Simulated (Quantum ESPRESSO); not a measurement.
## WS2: zone-centre phonons and dielectric response under several settings

```
CELL_PARAMETERS angstrom
1.57900 0.91164 6.16333
-1.57900 0.91164 6.16333
0.00000 -1.82327 6.16333
ATOMIC_POSITIONS crystal
W 0.00000 0.00000 0.00000
S 0.58100 0.58100 0.58100
S 0.75030 0.75030 0.75030
```

Measurements of this composition are mostly on another form, of space group No. 194.

All runs used Quantum ESPRESSO 7.5; k mesh 6 × 6 × 6, shifted; given cell, atoms relaxed; no spin polarisation; occupations smeared at first, fixed for the response.

```csv
level,potentials,cutoff (eV),pressure (GPa),highest optical mode without the field (cm⁻¹),highest mode with the field (cm⁻¹),ε∞ (mean),Born charge of atom 1 (e)
PBEsol,GBRV 1.5 PBEsol,762,-0.2,433,434,11.98,-0.65
PBEsol,PseudoDojo 0.4.1 SR PBEsol standard,1007,?,?,?,?,?
PBEsol,PseudoDojo 0.4 SR PBEsol stringent,1225,-0.3,432,433,11.97,-0.64
```

Question: What stands in the row left open?

Answer: Pressure -0.3 GPa; highest optical mode without the field 432 cm⁻¹; highest mode with the field 433 cm⁻¹; ε∞ 11.97; Born charge of atom 1 -0.64 e.
